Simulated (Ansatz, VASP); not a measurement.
# Cross-check of BH2N (H-BN-H chair monolayer) between VASP and Ansatz

One calculation is typed for both programs; each brings its own data sets. How far apart do they land? The cell is taken from a series of runs on this material, whose earlier steps may have relaxed, scaled, displaced or heated it; both programs get it as it stands.

Method: plane waves, with VASP 6.6.1 beside it; single point at PBE with D3(BJ), in Ansatz 0.2.0.

## 1. Starting point

The cell holds 4 atoms: 2 H, 1 N and 1 B. Cell: a = 2.584 Å, b = 2.584 Å, c = 20.748 Å, α = 90.0°, β = 90.0°, γ = 120.0°. Vacuum lies along c.

## 2. Ansatz: single point, PBE with D3(BJ)

Ansatz runs on its default PAW (the set named soft_2) files.

With cell and atoms fixed, the geometry can't cause a difference; cores, projectors, grids and the points listed under the comparison can.

Contents of input.yaml:

```yaml
crystal:
  lattice:
    - [2.5835370178, 0.0, 0.0]
    - [-1.2917685089, 2.237408689, 0.0]
    - [0.0, 0.0, 20.7477737549]
  atoms:
    - { symbol: H, position: [0.6666666667, 0.3333333333, 0.4337814797] }
    - { symbol: "N", position: [0.6666666667, 0.3333333333, 0.4836235247] }
    - { symbol: B, position: [0.3333333333, 0.6666666667, 0.5084968078] }
    - { symbol: H, position: [0.3333333333, 0.6666666667, 0.5662185203] }
kpoints:
  mp_grid: { grid: [18, 18, 1] }
  band_path:
    path: [[0, 0, 0], [0.5, 0, 0], [0.33333333, 0.33333333, 0], [0, 0, 0]]
    npoints: 16
hamiltonian:
  xc: pbe
  dispersion: d3bj
scf:
  occupations: { method: fermi_dirac, width: 0.02585 }
  convergence: { dr2_threshold: 1.0e-10 }
efield:
  axis: 3
  dipole_correction: true
  ramp_position: 0.97
  ramp_width: 0.06
  amplitude: 0
output:
  dos: { projected: true, e_range: [-6, 5] }
  write_potential: true
  write_density: true
  volumetric_format: npy
  elf: true
```

Started as:

```sh
ansatz run input.yaml --threads 2 --pin off --max-ram 3072MiB --backend cpu --events-out ev --progress --plain --runs-dir out
```

Numbers of over 12 decimals in the logs are rounded to 6 here.

Log:

```text
Engine: ansatz 0.2.0, x86_64-unknown-linux-gnu
Pseudopotentials: kind: paw
Pseudopotential: H, paw, valence charge 1, recommended cutoff 420 eV (normal), H.paw.azcp
Pseudopotential: N, paw, valence charge 5, recommended cutoff 420 eV (normal), N.paw.azcp
Pseudopotential: B, paw, valence charge 3, recommended cutoff 420 eV (normal), B.paw.azcp
Functional definition: PBE
  parameter kappa = 0.804
  parameter beta = 0.066725
  exchange = pbe_x(kappa = kappa, mu = beta*pi^2/3)
  correlation = pbe_c(beta = beta)
Crystal: 4 atoms, lattice volume = 119.931 Å³
Basis set: ecut = 420 eV, 2415 PW (Γ)
Bands: 9, of which v1, the nominal top of the filled ones, is band 5 counted from 1 (4 counted from 0)
Symmetry: 6 space group operations
Space group: P3m1 (ITA 156), of the structure as read, at distance tolerance 4.9e-5 Å
k-points: 37 of 324 (time reversal used)
Non-local potential: H, projectors of the file, l = 0: 2, l = 1: 1
Non-local potential: N, projectors of the file, l = 0: 2, l = 1: 2, l = 2: 1
Non-local potential: B, projectors of the file, l = 0: 2, l = 1: 2, l = 2: 1
PAW form: soft (Blöchl's): semilocal exchange-correlation on the pseudo side does not see the compensation charge
PAW one-centre angular grid: H, 110 points (default); XC on 64 Gauss nodes
PAW one-centre angular grid: N, 110 points (default); XC on 64 Gauss nodes
PAW one-centre angular grid: B, 110 points (default); XC on 64 Gauss nodes
Initial density: superposition of atomic densities (neutral atoms: chi_scale 0, normalization atom), corrected by the library's trained network
Initial wavefunctions: pseudopotential atomic-orbital guess
Functional: x = pbe(κ = 0.804, μ = 0.219515), c = pbe(β = 0.066725)
SCF iter   1: F=—  HF=-574.022950 eV  |F-HF|=—  |Δ(HF+E_count)|=         —  Δρ=5.70e-3  dr2=3.06e-2  ethr=1.77e-3  p=-0.120 e·Å  D=-1.81e-1 V/Å  ΔV_dip=3.76 eV  dr2_dipole=2.09e-5  V_vac-E_F(+/−)=6.56/2.79 eV  ⟨swp⟩=6.4  Hψ=2716  notcnv=0
efield: sawtooth ramp at fractional position 0.9700 (set: `efield.ramp_position`, or a place that a band, a saddle search or an elastic batch's reference lends), width 0.0600; the density the first Hamiltonian is built on has a dipole p = -0.120 e·Å; the dipole correction subtracts the counter field D = -1.81e-1 V/Å, which shifts the + side's vacuum level by +3.76 eV against the − side's; the planar-averaged density in the ramp window peaks in size at 3.0e-5 e/Å³
preconditioner: auto → none  [insulator: Δε(μ)=2.812 eV  Ē_g=14.323 eV  σ=0.026 eV  W_gap=1.00  n_scr=10 (ndim 8)  ℏωp=10.7 eV  f_vac=0.716  D(μ)=0.00/eV (n_scr^D=0)  ε∞_Penn≈1.6]
SCF iter   2: F=—  HF=-574.022274 eV  |F-HF|=—  |Δ(HF+E_count)|=   6.77e-4  Δρ=1.91e-3  dr2=8.95e-3  ethr=3.06e-4  p=-0.118 e·Å  D=-1.77e-1 V/Å  ΔV_dip=3.68 eV  dr2_dipole=2.38e-3  V_vac-E_F(+/−)=6.42/2.74 eV  ⟨swp⟩=2.3  Hψ=923  notcnv=0
SCF iter   3: F=—  HF=-574.021349 eV  |F-HF|=—  |Δ(HF+E_count)|=   9.25e-4  Δρ=1.69e-3  dr2=4.17e-3  ethr=8.95e-5  p=-0.140 e·Å  D=-2.11e-1 V/Å  ΔV_dip=4.38 eV  dr2_dipole=2.25e-4  V_vac-E_F(+/−)=6.80/2.42 eV  ⟨swp⟩=3.5  Hψ=758  notcnv=0
SCF iter   4: F=—  HF=-574.020806 eV  |F-HF|=—  |Δ(HF+E_count)|=   5.43e-4  Δρ=5.73e-4  dr2=3.01e-4  ethr=4.17e-5  p=-0.139 e·Å  D=-2.10e-1 V/Å  ΔV_dip=4.36 eV  dr2_dipole=3.11e-6  V_vac-E_F(+/−)=6.71/2.36 eV  ⟨swp⟩=2.9  Hψ=620  notcnv=0
SCF iter   5: F=—  HF=-574.020802 eV  |F-HF|=—  |Δ(HF+E_count)|=   3.61e-6  Δρ=1.12e-4  dr2=1.06e-5  ethr=3.01e-6  p=-0.142 e·Å  D=-2.13e-1 V/Å  ΔV_dip=4.43 eV  dr2_dipole=3.93e-8  V_vac-E_F(+/−)=6.76/2.33 eV  ⟨swp⟩=2.5  Hψ=742  notcnv=0
SCF iter   6: F=—  HF=-574.020816 eV  |F-HF|=—  |Δ(HF+E_count)|=   1.36e-5  Δρ=1.98e-5  dr2=2.70e-7  ethr=1.06e-7  p=-0.142 e·Å  D=-2.14e-1 V/Å  ΔV_dip=4.44 eV  dr2_dipole=3.58e-9  V_vac-E_F(+/−)=6.77/2.33 eV  ⟨swp⟩=2.1  Hψ=671  notcnv=0
SCF iter   7: F=—  HF=-574.020817 eV  |F-HF|=—  |Δ(HF+E_count)|=   7.26e-7  Δρ=7.39e-6  dr2=2.65e-8  ethr=2.70e-9  p=-0.142 e·Å  D=-2.14e-1 V/Å  ΔV_dip=4.44 eV  dr2_dipole=9.51e-12  V_vac-E_F(+/−)=6.77/2.33 eV  ⟨swp⟩=2.6  Hψ=491  notcnv=0
SCF iter   8: F=—  HF=-574.020817 eV  |F-HF|=—  |Δ(HF+E_count)|=   6.43e-8  Δρ=1.80e-6  dr2=4.21e-9  ethr=2.65e-10  p=-0.142 e·Å  D=-2.14e-1 V/Å  ΔV_dip=4.44 eV  dr2_dipole=5.12e-14  V_vac-E_F(+/−)=6.77/2.33 eV  ⟨swp⟩=2.0  Hψ=502  notcnv=0
SCF iter   9: F=-574.020817 eV  HF=-574.020817 eV  |F-HF|=4.37e-11  |Δ(HF+E_count)|=  9.16e-10  Δρ=2.79e-7  dr2=4.43e-11  ethr=1.00e-12  p=-0.142 e·Å  D=-2.14e-1 V/Å  ΔV_dip=4.44 eV  dr2_dipole=8.85e-13  V_vac-E_F(+/−)=6.77/2.33 eV  ⟨swp⟩=3.6  Hψ=1614  notcnv=0
SCF 1 converged in 9 iterations: F = -574.020817 eV  dr2 = 4.43e-11
  greatest PAW one-centre occupation: 0.792 electrons in one spin orbital (limit 2), on the N atom at site 1 (counted from 0), in its partial waves of l = 0
NSCF: frozen V_eff on 49 k-points
efield: sawtooth ramp at fractional position 0.9700 (kept from the solve that this one continues, or follows in the run), width 0.0600; the density the first Hamiltonian is built on has a dipole p = -0.142 e·Å; the dipole correction subtracts the counter field D = -2.14e-1 V/Å, which shifts the + side's vacuum level by +4.44 eV against the − side's; the planar-averaged density in the ramp window peaks in size at 3.3e-6 e/Å³
WARN: The output density's exchange-correlation potential varies sharply where the density is thin. Do not read a vacuum level from v_tot or v_xc, or from such a field of the output density. On a cell that repeats whose density bears no net charge and no dipole along the vacuum's axis use v_es (v_loc + v_h of the components); under efield.dipole_correction with no amplitude use v_es + v_field, which holds any externa [...]
SCF converged after 9 iterations
Free energy (F): -574.020817 eV
Harris-Foulkes:  -574.020817 eV  (|F-HF|=4.37e-11)
Internal energy: -574.020817 eV  (E = F + TS)
E sigma→0 (E₀):  -574.020817 eV
Fermi energy:    -2.724671 eV
Dipole field:    D = -0.214076 V/Å  (p = -0.141886 e·Å, saw-weighted, corrected)
Work function:   Φ+ = 6.7699 eV   Φ− = 2.3284 eV
Levels:          The Fermi level and band energies are counted from a zero that moves with the ramp; work functions are not
--- Per-component energies (eV) ---
  E_band       = -103.038004
  E_kinetic    = 211.447160
  E_local      = -4394.491556  (includes V_loc(G=0)·N_el)
  E_nonlocal   = 60.328697
  E_hartree    = 2091.028861
  E_xc         = -110.726160
  E_vxc        = -138.371434  (∫ρ·V_xc dr)
  E_paw        = -207.526977  (= ΣΔE_a)
  E_vpaw       = -23.785776  (= ΣTr[D̂ρ^β])
  E_aug_tail   = -0.002579  (compensation charges beyond the density's cutoff)
  E_efield     = 0.015187  (sawtooth field / dipole correction)
  E_vefield    = -0.220097  (∫n·V_field dr)
  E_ewald      = 1776.179551
  E_disp       = -0.273002  (pairwise vdW)
  E_smearing   = -0.000000  (= −TS)
  E_closure    = -0.000000  (closes the sum)
  Σ components = -574.020817   (vs F -574.020817, Δ=0.00e0)
--- Band table (eV; the first three rows and the last of 37) ---
  k-point 0: bands = ["-21.6918", "-12.4045", "-5.8490", "-4.1547", "-4.1547", "-1.3073", "0.1347", "1.5763", "3.2414"]
  k-point 1: bands = ["-21.6348", "-12.3501", "-5.8086", "-4.4396", "-4.2502", "-1.2312", "0.2225", "1.6618", "3.3299"]
  k-point 2: bands = ["-21.4658", "-12.1901", "-5.7112", "-5.1836", "-4.5117", "-1.0051", "0.4856", "1.9177", "3.5932"]
  k-point 36: bands = ["-18.4762", "-10.6604", "-10.0635", "-9.2469", "-4.5849", "4.7146", "5.3353", "6.8171", "7.9935"]
```

The column dr2 measures how far the density is from self-consistency, as an energy; F and HF (Harris–Foulkes) agree once it is small.

## 3. VASP: single point, PBE with D3(BJ)

The same cell, functional, mesh and smearing now go to VASP, with its own data sets.

Lines of VASP's logs that name or quote its potential files are left out, and so is its time.

Contents of INCAR:

```
SYSTEM = BH2N
PREC = Accurate
ENCUT = 520
EDIFF = 1E-06
NELM = 120
ISMEAR = -1
SIGMA = 0.02585
LREAL = .FALSE.
ALGO = Normal
GGA = PE
IVDW = 12
NBANDS = 11
LORBIT = 11
LWAVE = .FALSE.
LCHARG = .FALSE.
ISIF = 2
LDIPOL = .TRUE.
IDIPOL = 3
DIPOL = 0.5 0.5 0.498
LVHAR = .TRUE.
LASPH = .TRUE.
GGA_COMPAT = .FALSE.
EFERMI = MIDGAP
NELMDL = -8
```

Contents of POSCAR:

```
BH2N
1.0
    2.5835370178      0.0000000000      0.0000000000
   -1.2917685089      2.2374086890      0.0000000000
    0.0000000000      0.0000000000     20.7477737549
H N B
2 1 1
Direct
    0.6666666667      0.3333333333      0.4337814797
    0.3333333334      0.6666666666      0.5662185203
    0.6666666667      0.3333333333      0.4836235247
    0.3333333334      0.6666666666      0.5084968078
```

Contents of KPOINTS:

```
Automatic mesh
0
Gamma
18 18 1
0 0 0
```

The projector-augmented-wave data sets are H, N and B (PBE family, release 64).

Started as:

```sh
mpirun -np 1 vasp_std
```

Log:

```text
[banner, memory and clock lines left out]
running    1 mpi-ranks, on    1 nodes
 distrk:  each k-point on    1 cores,    1 groups
 distr:  one band on    1 cores,    1 groups

 POSCAR found type information on POSCAR H N B
 POSCAR found :  3 types and       4 ions
 LDA part: xc-table for (Slater+PW92), standard interpolation
 POSCAR, INCAR and KPOINTS ok, starting setup
 FFT: planning ... GRIDC
 FFT: planning ... GRID_SOFT
 FFT: planning ... GRID
 WAVECAR not read
 entering main loop
       N       E                     dE             d eps       ncg     rms          rms(c)
DAV:   1     0.716630281186E+02    0.71663E+02   -0.39879E+03   814   0.666E+02
DAV:   2    -0.176927802153E+02   -0.89356E+02   -0.73363E+02  1186   0.145E+02
DAV:   3    -0.260416698921E+02   -0.83489E+01   -0.83203E+01  1074   0.613E+01
DAV:   4    -0.262076513131E+02   -0.16598E+00   -0.16586E+00  1366   0.938E+00
DAV:   5    -0.262080416077E+02   -0.39029E-03   -0.39023E-03  1125   0.346E-01
DAV:   6    -0.262080431378E+02   -0.15300E-05   -0.15300E-05  1347   0.243E-02
DAV:   7    -0.262080431386E+02   -0.84947E-09   -0.85061E-09  1133   0.562E-04
DAV:   8    -0.262080431386E+02   -0.13642E-10   -0.55207E-11  1265   0.411E-05    0.802E+00
DAV:   9    -0.244385538036E+02    0.17695E+01   -0.37742E+00  1190   0.121E+01    0.415E+00
DAV:  10    -0.240557342560E+02    0.38282E+00   -0.10991E+00  1085   0.597E+00    0.214E+00
DAV:  11    -0.239659208314E+02    0.89813E-01   -0.31661E-01  1215   0.355E+00    0.538E-01
DAV:  12    -0.239543395276E+02    0.11581E-01   -0.45246E-02  1129   0.140E+00    0.262E-01
DAV:  13    -0.239492440239E+02    0.50955E-02   -0.64056E-03  1081   0.596E-01    0.958E-02
DAV:  14    -0.239466229139E+02    0.26211E-02   -0.36582E-03  1190   0.327E-01    0.687E-02
[...]
DAV:  19    -0.239481214454E+02   -0.25584E-03   -0.37918E-05   911   0.274E-02    0.434E-03
DAV:  20    -0.239482373044E+02   -0.11586E-03   -0.16332E-05   952   0.190E-02    0.203E-03
DAV:  21    -0.239482593336E+02   -0.22029E-04   -0.31096E-06   949   0.785E-03    0.107E-03
DAV:  22    -0.239482729928E+02   -0.13659E-04   -0.29999E-06   923   0.564E-03    0.532E-04
DAV:  23    -0.239482776917E+02   -0.46989E-05   -0.42405E-07   919   0.180E-03    0.473E-04
DAV:  24    -0.239482796180E+02   -0.19263E-05   -0.15763E-07   928   0.170E-03    0.222E-04
DAV:  25    -0.239482806492E+02   -0.10312E-05   -0.30615E-08   899   0.888E-04    0.848E-05
DAV:  26    -0.239482807705E+02   -0.12132E-06   -0.13783E-09  1001   0.252E-04
   1 F= -.24221272E+02 E0= -.24221272E+02  d E =0.000000E+00
```

OUTCAR, selected parts (step 3):

```text
ion  position               nearest neighbor table
   1  0.667  0.333  0.434-   3 1.03
   2  0.333  0.667  0.566-   4 1.20
   3  0.667  0.333  0.484-   1 1.03   4 1.58   4 1.58   4 1.58
   4  0.333  0.667  0.508-   2 1.20   3 1.58   3 1.58   3 1.58

  LATTYP: Found a hexagonal cell.
 ALAT       =     2.5835370178
 C/A-ratio  =     8.0307631019

 Subroutine GETGRP returns: Found  6 space group operations
 (whereof  6 operations were pure point group operations)

The static configuration has the point symmetry C_3v.

 Found     37 irreducible k-points:

   k-points           NKPTS =     37   k-points in BZ     NKDIM =     37   number of bands    NBANDS=     11

   dimension x,y,z NGX =    20 NGY =   20 NGZ =  160
   dimension x,y,z NGXF=    40 NGYF=   40 NGZF=  320

   ENCUT  =  520.0 eV  38.22 Ry    6.18 a.u.   4.80  4.80 38.58*2*pi/ulx,y,z

   NELECT =      10.0000    total number of electrons

 k-points in reciprocal lattice and weights: Automatic mesh
   0.00000000  0.00000000  0.00000000       0.003
   0.05555556  0.00000000  0.00000000       0.019
   0.11111111  0.00000000  0.00000000       0.019
   0.16666667  0.00000000  0.00000000       0.019
   0.22222222  0.00000000  0.00000000       0.019
   0.27777778  0.00000000  0.00000000       0.019
   0.33333333  0.00000000  0.00000000       0.019
   0.38888889  0.00000000  0.00000000       0.019
   0.44444444  0.00000000  0.00000000       0.019
[...]
0.33333333  0.27777778  0.00000000       0.037
   0.33333333  0.33333333  0.00000000       0.006

 dipolmoment           0.000000      0.000000      0.142055 electrons x Angstroem

 average (electrostatic) potential at core
       1 -42.6081       2 -37.3589       3 -71.9323       4 -34.3822

 E-fermi :  -3.1275

 k-point     1 :       0.0000    0.0000    0.0000
  band No.  band energies     occupation
      1     -22.0867      2.00000
      2     -12.8002      2.00000
      3      -6.2441      2.00000
      4      -4.5482      2.00000
      5      -4.5482      2.00000
      6      -1.7067      0.00000
      7      -0.2376      0.00000
      8       1.1371      0.00000
      9       2.8206      0.00000
     10       3.4258      0.00000
    ...

 k-point     2 :       0.0556    0.0000    0.0000
  band No.  band energies     occupation
      1     -22.0298      2.00000
      2     -12.7459      2.00000
      3      -6.2035      2.00000
      4      -4.8333      2.00000
      5      -4.6437      2.00000
      6      -1.6307      0.00000
      7      -0.1498      0.00000
      8       1.2228      0.00000
      9       2.9096      0.00000
     10       3.4955      0.00000
    ...

 k-point     3 :       0.1111    0.0000    0.0000
  band No.  band energies     occupation
      1     -21.8607      2.00000
      2     -12.5859      2.00000
      3      -6.1054      2.00000
      4      -5.5782      2.00000
      5      -4.9054      2.00000
      6      -1.4048      0.00000
      7       0.1136      0.00000
      8       1.4793      0.00000
      9       3.1747      0.00000
     10       3.6966      0.00000
    ...

 Edisp (eV)   -0.27299

  Total      -0.03734    -0.03734     0.00961     0.00000     0.00000     0.00000
  in kB      -0.49882    -0.49882     0.12844     0.00000     0.00000     0.00000
  external pressure =       -0.29 kB  Pullay stress =        0.00 kB

  energy-cutoff  :      520.00
  volume of cell :      119.93
      direct lattice vectors                 reciprocal lattice vectors
     2.583537018  0.000000000  0.000000000     0.387066256  0.223472807  0.000000000
    -1.291768509  2.237408689  0.000000000     0.000000000  0.446945614  0.000000000
     0.000000000  0.000000000 20.747773755     0.000000000  0.000000000  0.048197942

 POSITION                                       TOTAL-FORCE (eV/Angst)
 -----------------------------------------------------------------------------------
      1.29177      0.74580      9.00000         0.000000     -0.000000     -0.019996
      0.00000      1.49161     11.74777        -0.000000      0.000000      0.008217
      1.29177      0.74580     10.03411         0.000000     -0.000000     -0.003400
      0.00000      1.49161     10.55018        -0.000000      0.000000      0.015179
 -----------------------------------------------------------------------------------
    total drift:                               -0.000000     -0.000000      0.000039

  FREE ENERGIE OF THE ION-ELECTRON SYSTEM (eV)
  ---------------------------------------------------
  free  energy   TOTEN  =       -24.2212718382 eV

  energy  without entropy=      -24.2212718382  energy(sigma->0) =      -24.22127184

 vacuum level on the upper side and lower side of the slab         3.648        -0.798

 total charge
# of ion       s       p       d       tot
------------------------------------------
    1        0.648   0.074   0.000   0.723
    2        0.628   0.021   0.000   0.650
    3        1.223   2.725   0.000   3.948
    4        0.686   1.357   0.000   2.043
--------------------------------------------------
tot          3.186   4.177   0.000   7.364

[... 3 further parts left out ...]
```

## 4. Side by side

Known differences besides the potentials themselves: the cutoff is 420 eV in Ansatz and 520 eV in VASP. Total energies have different zeros and are not compared.

Both answers:

| quantity | Ansatz | VASP | difference |
| --- | --- | --- | --- |
| gap on the k mesh (eV) | 2.847 | 2.841 | +0.006 |

A gap on the mesh is an upper bound, since the band edges may lie between its points. With vacuum in the cell, a pressure given here is an average over mostly empty space and none of the material.

## 5. Summary of results

```json
{"difference in gap on the k mesh (single point, PBE with D3(BJ))": "0.0059 eV"}
```

The difference in gap on the k mesh is 0.0059 eV (single point, PBE with D3(BJ)), within the 0.08 eV picked in this series as the mark of a large difference. Such differences can come from data sets, numerical settings and the points named under the comparisons, not from the functional's error against experiment.

[Lines on the potential files, build, host, timing and source positions are cut from VASP's logs without a mark.]

[Logs are printed without paths, hosts, clocks, repeated set-up lines and the standing remarks that a program may print on its own settings, such as how far it seeks lower states.]

[Hosts, paths, dates, database ids (printed as entryN), source tags and the programs' standing remarks are cut or masked in the printed files.]
